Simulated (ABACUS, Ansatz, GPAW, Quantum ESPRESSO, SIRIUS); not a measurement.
## Ta: bulk modulus by level of theory

**What was measured.** The bulk modulus of Ta (Im-3m) is reported as 194 GPa (arxiv:1910.08312). The runs below try to reproduce it.

The structure is cubic, space group Im-3m (No. 229). Conventional cell: a = 3.303 Å, b = 3.303 Å, c = 3.303 Å, α = 90.00°, β = 90.00°, γ = 90.00°. Ta (site symmetry m-3m) is surrounded by 8 Ta at 2.86 Å.

```csv
rung,level,program and potentials,cutoff (eV),k mesh,smearing,core time,chip,bulk modulus (GPa),miss,notes
GGA,PBE,"Ansatz, Ansatz PAW (earlier soft set)",420,11 × 11 × 11,fermi-dirac 0.05,4.5 s,Intel Xeon,194.7,+0.4 %,-
GGA + dispersion,PBE+D3(BJ),"Quantum ESPRESSO, PseudoDojo 0.4.1 SR PBE standard",789,11 × 11 × 11,fermi-dirac 0.05,43 s,Intel Xeon Platinum 8375C Ice Lake,208.0,+7.2 %,-
LDA,LDA,"Quantum ESPRESSO, GBRV 1.5 LDA",612,11 × 11 × 11,fermi-dirac 0.05,52 s,Arm Neoverse V2,229.7,+18.4 %,-
GGA,AM05,"ABACUS, PseudoDojo NC SR 0.5 PBE stringent, plane waves",1796,9 × 9 × 9,fermi-dirac 0.05,58 s,AMD EPYC 9R45 Zen 5,189.9,-2.1 %,potentials made for PBE; fit through 4 volumes
GGA + dispersion,revPBE+D3(zero damping),"GPAW, the program's PAW data sets (release 1.2.1) made for this functional",600,11 × 11 × 11,fermi-dirac 0.05,72 s,Arm Neoverse V1,219.9,+13.4 %,-
LDA,LDA,"GPAW, PAW data sets generated for this functional",600,11 × 11 × 11,fermi-dirac 0.05,76 s,Arm Neoverse V1,227.6,+17.3 %,-
GGA + dispersion,PBEsol+D3(BJ),"GPAW, PAW data sets generated for this functional",600,11 × 11 × 11,fermi-dirac 0.05,76 s,Arm Neoverse V1,228.6,+17.8 %,-
GGA,WC,"GPAW, PAW data sets generated for this functional",600,11 × 11 × 11,fermi-dirac 0.05,79 s,Arm Neoverse V1,211.2,+8.9 %,-
GGA,PBEsol,"GPAW, PAW data sets generated for this functional",600,11 × 11 × 11,fermi-dirac 0.05,83 s,Arm Neoverse V1,211.8,+9.2 %,-
GGA,RPBE,"SIRIUS, all-electron FP-LAPW, apw+lo standard",-,11 × 11 × 11,fermi-dirac 0.05,4.7 min,Arm Neoverse V1,182.9,-5.7 %,-
GGA + dispersion,PBE+D3(BJ),"SIRIUS, all-electron FP-LAPW, apw+lo standard",-,11 × 11 × 11,fermi-dirac 0.05,4.9 min,Arm Neoverse V1,208.1,+7.3 %,-
non-local van der Waals functional,rev-vdW-DF2,"Quantum ESPRESSO, PseudoDojo 0.4.1 SR PBE standard",789,11 × 11 × 11,fermi-dirac 0.05,7.8 min,Arm Neoverse V1,205.5,+5.9 %,potentials made for PBE
```

Times are single runs on shared hosts and different chips, so they are rough; meshes, cutoffs and the tasks' sizes weigh on the time. Task: equation of state. All rows: no spin polarisation. Smearing widths are in eV. The cell comes from a database and isn't always the measured one. For a metal such meshes aren't converged. Meshes differ between rows, which moves values too. Meshes are those of the run's cell of 1 atom unless a note names another. Misses use the values as printed. Runs on faulty files, with rough fits or with known faults for this quantity aren't shown. No row holds spin-orbit coupling.

By rung: LDA 227.6 to 229.7; GGA 182.9 to 211.8; GGA + dispersion 208.0 to 228.6; non-local van der Waals functional 205.5 (GPa). Measured: 194 GPa (arxiv:1910.08312). Closest is PBE (+0.4 %). The runs are for a static lattice, while measurements hold temperature and zero-point motion.

The bulk modulus follows how strongly each functional binds the lattice. LDA overbinds, which shortens the bonds and stiffens the response of Ta's partly filled 5d band, where cohesion mainly resides. Gradient corrections weaken this binding: RPBE, with its strong gradient enhancement, gives 182.9 GPa, while PBEsol and WC, with weaker enhancement, stay near 211 GPa. AM05 breaks this order. It usually tracks PBEsol for solids, so its 189.9 GPa probably reflects the mismatched potentials or the sparse fit rather than the functional.

Adding D3 to PBEsol raises the modulus from 211.8 to 228.6 GPa, back to the LDA range. Pairwise attraction built from atom-like coefficients probably overcounts dispersion in a dense metal, where conduction electrons screen it. The two PBE+D3 runs agree closely, so their excess over experiment is unlikely to stem from the potentials. PBE's near-match doesn't establish that it describes the bonding best, because without the fitted equilibrium volumes, errors in volume and in stiffness at fixed volume could cancel unseen.
